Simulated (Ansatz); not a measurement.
KBr, a strained cell with displaced atoms

```xyz
6
Lattice="2.3215 4.0176 -0.0039 -4.6386 -0.0026 0.0031 -0.0085 -0.0074 12.7580" Properties=species:S:1:pos:R:3 pbc="T T T"
K    -2.3611    3.9341    5.4535
K    -0.0598    0.0399    9.7234
K     0.0208    0.1482    1.2977
Br    0.0640    2.7322    7.6190
Br    0.0225    2.6523   12.0414
Br   -0.0116    2.7094    3.5487
```

Level: m-r2SCAN, no spin polarisation; 500 eV; 5×5×2 (shifted by 0, 0, 0.5 steps) mesh; fermi-dirac occupations (width 0.0553 eV); Ansatz 0.2.0, fixed geometry.

**Electronic structure.** The gap on the k mesh is 4.73 eV; the mesh may miss the band edges, so the true gap of this level can be smaller.
**Formation energy.** -1.92 eV an atom against the elements' usual phases (free molecules for gases, crystals otherwise, with no correction for O₂ or N₂), so it is bound against them; other compounds may still compete. Relaxing would lower it.
**Charges.** Bader charges in e: K +0.86, Br -0.86. In the mean K gives up most and Br takes most.
**Stress.** The pressure is -0.9 GPa (compression positive), so with the atoms held at these fractions the cell would first shrink.
**Band edges.** Within 0.7 eV of the edges, the states project mainly on Br p (98 %) below the gap and on K s (75 %) and Br s (16 %) above it.

Origin: a strained cell with displaced atoms, so it need not be a known compound. Caveats: an odd or shifted mesh can miss the band edges, so this level's true gap may be smaller; m-r2SCAN is r2SCAN with a changed spin dependence that lowers moments.
